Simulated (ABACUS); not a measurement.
**MnO2: equation of state with PBE**

MnO2:

```
Mn O
1.0
     2.85658    0.00000    0.00000
    -1.42829    2.47387    0.00000
     0.00000    0.00000    4.60137
Mn O
1 2
Direct
  0.00000 0.00000 0.50000
  0.33333 0.66667 0.70629
  0.66667 0.33333 0.29371
```

Measurements of this composition are mostly on another form, of space group No. 136.

| Item | Value |
| --- | --- |
| Program | ABACUS 3.10.1 |
| Task | equation of state |
| Functional | PBE |
| Potentials or basis | PseudoDojo NC SR 0.4.1 PBE standard |
| Cutoff | 1361 eV |
| Density cutoff | 5442 eV |
| Basis | DZP LCAO (the cutoffs set its grid) |
| k mesh | 11 × 11 × 6 |
| Occupations | fermi-dirac, width 0.05 eV |
| Spin | collinear spin, ferromagnetic start |
| Starting moments | [4.0, 0.0, 0.0] μB |
| Orbital files | Mn Mn_confined-atom_7au_3s2p2d1f.orb, O O_confined-atom_6au_2s2p1d.orb |
| Radial cutoff of the potentials (pseudo_rcut) | 10 bohr |
| SCF threshold on the density | 1e-07 |
| Max SCF steps | 100 |
| Eigensolver | genelpa |
| Mixing | broyden |
| Mixing share | 0.4 |
| Symmetry key | 1 |

| Item | Value |
| --- | --- |
| Equilibrium volume | 11.17 Å³/atom |
| Bulk modulus at fixed shape and positions | 180 GPa |
| Pressure derivative of the bulk modulus | 4.7 |

Energy against volume, from the lowest point:
```csv
volume (Å³/atom),energy (meV/atom)
10.189,57.35
10.405,33.23
10.622,16.22
10.839,5.36
11.056,0.19
11.273,0.00
11.489,4.34
```

All runs of the series together: 2.4 min on 4 threads of AMD EPYC 7B13 (Zen 3), with other jobs on the host.

Caveat: the atomic orbitals were generated for these runs and aren't a published set; the cell was scaled at fixed shape and fractional positions, which overstates the stiffness of a crystal with free parameters, most of all of layers and chains; the basis of atomic orbitals isn't converged, which shifts pressures, moduli and gaps.
